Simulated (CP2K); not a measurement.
Runs of CP2K 2026.2 on Al2O3. Symmetry: P-6m2, No. 187, hexagonal system. Conventional cell: a = 2.884 Å, b = 2.884 Å, c = 9.337 Å, α = 90.00°, β = 90.00°, γ = 120.00°. Al (site symmetry 3m) is surrounded by 3 O at 1.80 Å. Around O (site symmetry 3m) lie 3 Al at 1.80 Å. O (site symmetry -6m2) is surrounded by 6 Al at 2.18 Å. Measurements of this composition are mostly on another form, of space group No. 167.

| level | potentials or basis | smearing | NGRIDS | points a segment of the path (NPOINTS) | bands added on the path | CUTOFF of the grids | gap on the mesh (eV) | pressure (GPa) | largest force (eV/Å) |
| --- | --- | --- | --- | --- | --- | --- | --- | --- | --- |
| PBEsol | POTENTIAL_UZH Al GTH-PBE-q3, O GTH-PBE-q6; TZVP-MOLOPT-PBE-GTH basis | fermi-dirac 0.0259 eV | 4 | 8 | 4 | 600 Ry | 4.66 | -1.4 | 0.04 |
| TB-mBJ | POTENTIAL_UZH Al GTH-PBE-q3, O GTH-PBE-q6; TZVP-MOLOPT-PBE-GTH basis | fermi-dirac 0.05 eV | 5 | 6 | 4 | 850 Ry | 5.81 | - | - |
| r2SCAN | POTENTIAL_UZH Al GTH-SCAN-q3, O GTH-SCAN-q6; TZVP-MOLOPT-SCAN-GTH basis | fermi-dirac 0.01 eV | 5 | 8 | 6 | 850 Ry | (b) | (a) | 0.57 |
| LDA | GTH_POTENTIALS Al GTH-PADE-q3, O GTH-PADE-q6; TZVP-MOLOPT-PBE-GTH basis | fermi-dirac 0.0259 eV | 5 | 8 | 2 | 600 Ry | 4.69 | (c) | 0.59 |

Alike in all rows: task band structure; no spin polarisation; cell as given; k mesh 11 × 11 × 3.

**Question.** Fill in the values left out.

**Answer.** (a) -5.7; (b) 5.55; (c) -7.3.

Caveats: the basis of atomic orbitals isn't converged, which shifts pressures, moduli and gaps; the potentials were made for another functional, which shifts forces and pressure (some runs); this is a model potential without an energy functional, so only levels have meaning (some runs).

